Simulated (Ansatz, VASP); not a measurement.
## One calculation of CdSe, two programs

The input INCAR:

```
  ALGO = Fast
  EDIFF = 1E-6
  ENCUT = 520
  GGA = PE
  ISIF = 2
  ISMEAR = 0
  LASPH = T
  LCHARG = T
  LELF = T
  LREAL = F
  LVHAR = T
  LWAVE = F
  NBANDS = 16
  NELM = 100
  PREC = Accurate
  SIGMA = 0.01
```

Contents of KPOINTS:

```
k-points
0
Gamma
  5 5 5
```

Contents of POSCAR:

```
CdSe
1.0
    0.0000000000      2.8739580000      2.8739580000
    2.8739580000      0.0000000000      2.8739580000
    2.8739580000      2.8739580000      0.0000000000
Cd Se
1 1
Direct
    0.0000000000      0.0000000000      0.0000000000
    0.5000000000      0.5000000000      0.5000000000
```

Input for Ansatz:

```yaml
crystal:
  lattice:
    - [0.0, 2.873958, 2.873958]
    - [2.873958, 0.0, 2.873958]
    - [2.873958, 2.873958, 0.0]
  atoms:
    - { symbol: Cd, position: [0.0, 0.0, 0.0] }
    - { symbol: Se, position: [0.5, 0.5, 0.5] }
basis:
  ecutwfc: 650.0
kpoints:
  mp_grid:
    grid: [5, 5, 5]
hamiltonian:
  xc: pbe
scf:
  occupations:
    method: fixed
output:
  forces: true
  stress: true
```

Measurements of this composition are mostly on another form, of space group No. 186.

Alike in both runs: task single point; functional PBE; k mesh 5 × 5 × 5; no spin polarisation.

|  | VASP | Ansatz |
| --- | --- | --- |
| version | VASP 6.6.1 | Ansatz 0.2.0 |
| potentials or method | VASP PAW PBE potentials, release 64 (Cd, Se) | plane waves, PAW |
| plane-wave cutoff (eV) | 520 | 650 |
| occupations | gaussian, width 0.01 eV | fixed |
| valence electrons in the cell | 18 | 36 |

Ansatz gave:

- pressure (GPa): -0.2

Problem. What did VASP give for the same quantities?

Solution. Pressure (GPa): 0.1.

The two sets of potentials don't hold the same shells in valence.

 A k mesh can miss the band edges.
